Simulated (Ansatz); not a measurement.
# Computed properties of S

```xyz
1
Lattice="0.0000 1.9940 1.9940 1.9940 0.0000 1.9940 1.9940 1.9940 0.0000" Properties=species:S:1:pos:R:3 pbc="T T T"
S     0.0000    0.0000    0.0000
```

The cell was built from the fcc type and relaxed in the same program, and has space group Fm-3m; it needn't be a known or the stable phase.

Theory: DFT, PBE, all-electron LAPW, scalar-relativistic in Ansatz 0.2.0.

Sampling and basis: a Γ-centred 16×16×16 k mesh, Fermi–Dirac smearing of 0.03 eV, basis error target 1 meV/atom, no spin polarisation.

```
Pressure at this cell : 0.07 GPa
Volume per atom       : 15.86 Å³
```

Q: Predict this quantity. Band gap.

A: none: bands cross the Fermi level, a metal.

Q: Density of states at the Fermi level (0.2 eV bin): what does the calculation give?

A: 0.84 states/eV per cell.
